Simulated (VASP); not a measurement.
Input of a VASP 6.6.1 run:

The input POSCAR:

```
Be
1.0
    2.2568100000      0.0000000000      0.0000000000
   -1.1284000000      1.9544500000      0.0000000000
    0.0000000000      0.0000000000      3.5611600000
Be
2
Direct
    0.3333300000      0.6666700000      0.2500000000
    0.6666700000      0.3333300000      0.7500000000
```

Contents of INCAR.step1:

```
SYSTEM = Be
PREC = Accurate ; ENCUT = 520
EDIFF = 1E-5 ; ISMEAR = 0
SIGMA = 0.1 ; LREAL = .False.
LASPH = .True. ; NELM = 100
ALGO = Normal ; ISIF = 2
LWAVE = .True. ; LCHARG = .False.
GGA = PE
```

The input INCAR.step2:

```
SYSTEM = Be
PREC = Accurate ; ENCUT = 520
EDIFF = 1E-6 ; ISMEAR = 0
SIGMA = 0.1 ; LREAL = .False.
LASPH = .True. ; NELM = 100
ALGO = Normal ; ISIF = 2
LWAVE = .False. ; LCHARG = .False.
GGA = PE ; LHFCALC = .True.
AEXX = 0.25 ; PRECFOCK = Fast
HFRCUT = -1 ; ISTART = 1
```

Contents of KPOINTS:

```
Automatic mesh
0
Gamma
  9 9 6
  0 0 0
```

Potentials or basis: VASP PAW PBE potentials, release 64 (Be).

Launch:

```console
$ cat potpaw_PBE.64/Be/POTCAR > POTCAR
$ cp INCAR.step1 INCAR
$ mpirun -np 1 vasp_std > vasp.out
$ cp INCAR.step2 INCAR
$ mpirun -np 1 vasp_std > vasp.out
```

Task: Predict the band gap on the k mesh.

Result: None (metal or under the smearing width).

Task: What does it give for the pressure?

Result: 0.1 GPa.

Stress tensor (GPa, compression positive):
```
 1.76  0.00  0.00
 0.00  1.76  0.00
 0.00  0.00 -3.36
```

Caveat: the PAW data sets were made with another functional, which shifts forces and pressure a little.
